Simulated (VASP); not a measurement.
Wanted: the native input for a VASP 6.6.1 run.

```
Task                   : work function
Functional             : PBE
Potentials or basis    : VASP PAW PBE potentials, release 64 (Ta_pv, As)
Cutoff                 : 520 eV
k mesh                 : 8 × 8 × 1
Occupations            : fermi-dirac, width 0.05 eV
Spin                   : no spin polarisation
Dipole correction      : yes
Further INCAR settings : ALGO = Normal; EDIFF = 1e-06; EFIELD = -0.1
```

The structure of TaAs lies in POSCAR:

```
TaAs
1.0
    3.4436267244      0.0000000000      0.0000000000
    0.0000000000      3.4436267244      0.0000000000
    0.0000000000      0.0000000000     24.7720569659
Ta As
4 4
Direct
    0.5000000000      0.5000000000      0.3027604857
    0.0000000000      0.5000000000      0.4211992077
    0.0000000000      0.0000000000      0.5396379297
    0.5000000000      0.0000000000      0.6580766517
    0.0000000000      0.0000000000      0.3419233483
    0.5000000000      0.0000000000      0.4603620703
    0.5000000000      0.5000000000      0.5788007923
    0.0000000000      0.5000000000      0.6972395143
```

These files were run (other wordings do the same):

INCAR

```
SYSTEM = TaAs
ALGO = Normal
DIPOL = 0.5 0.5 0.500
EDIFF = 1E-6
EFIELD = -0.1
ENCUT = 520
GGA = PE
IDIPOL = 3
ISIF = 2
ISMEAR = -1
LASPH = .True.
LCHARG = .False.
LDIPOL = .True.
LREAL = .False.
LVACPOTAV = .True.
LVHAR = .True.
LWAVE = .False.
NELM = 60
PREC = Accurate
SIGMA = 0.05
```

KPOINTS

```
k-points
0
Gamma
  8 8 1
  0 0 0
```

Potentials or basis: VASP PAW PBE potentials, release 64 (Ta_pv, As).

The run is started by

```bash
$ cat potpaw_PBE.64/Ta_pv/POTCAR potpaw_PBE.64/As/POTCAR > POTCAR
$ mpirun -np 1 vasp_std > vasp.out
```

Results of the run:

* Largest force: 0.826 eV/Å
* Band gap on the k mesh: none (metal or under the smearing width)
* Work function of the upper face: 5.41 eV
* Work function of the lower face: 4.11 eV

Run time: 6.4 min on 1 thread of Intel(R) Xeon(R) 6975P-C (Granite Rapids) (shared host), peak memory 0.54 GiB.
